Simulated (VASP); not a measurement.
ZnO (zincite):

```
Zn O
1.0
     3.24931    0.00000    0.00000
    -1.62465    2.81398    0.00000
     0.00000    0.00000    5.20571
Zn O
2 2
Direct
  0.33333 0.66667 0.50000
  0.66667 0.33333 0.00000
  0.66667 0.33333 0.37901
  0.33333 0.66667 0.87901
```

* Program: VASP 6.6.1
* Task: relaxation of cell and atoms
* Functional: PBE
* Dispersion: D3(BJ)
* Potentials or basis: VASP PAW PBE potentials, release 64 (Zn, O)
* Cutoff: 600 eV
* k mesh: 9 × 9 × 5
* Occupations: gaussian, width 0.03 eV
* Spin: no spin polarisation

At the start: pressure 2.8 GPa; volume 11.90 Å³/atom.

Q: How do energy, volume and symmetry change on relaxing?

A: Over 10 steps the energy falls by 2.2 meV/atom and the volume is 12.13 Å³/atom (+1.9 %); space group P6_3mc (No. 186, to 0.05 Å).

Step by step:
```csv
step,energy change (eV),largest force (eV/Å),pressure (GPa),volume (Å³)
1,0.0000,0.0724,2.75,47.60
2,-0.0064,0.0341,-1.31,49.02
3,-0.0087,0.0023,0.11,48.52
4,-0.0087,0.0053,-0.12,48.57
5,-0.0087,0.0042,-0.18,48.55
6,-0.0088,0.0115,0.15,48.46
7,-0.0088,0.0087,0.10,48.49
8,-0.0088,0.0131,-0.02,48.50
9,-0.0088,0.0162,-0.04,48.51
10,-0.0089,0.0082,0.02,48.50
```

Final structure:
```cif
data_structure
_symmetry_space_group_name_H-M 'P 1'
_symmetry_Int_Tables_number 1
_cell_length_a 3.2616
_cell_length_b 3.2616
_cell_length_c 5.2647
_cell_angle_alpha 90.000
_cell_angle_beta 90.000
_cell_angle_gamma 120.000
_cell_volume 48.50
loop_
_atom_site_label
_atom_site_type_symbol
_atom_site_fract_x
_atom_site_fract_y
_atom_site_fract_z
_atom_site_occupancy
Zn1 Zn 0.33333 0.66667 0.49990 1
Zn2 Zn 0.66667 0.33333 0.99990 1
O1 O 0.66667 0.33333 0.37911 1
O2 O 0.33333 0.66667 0.87911 1
```
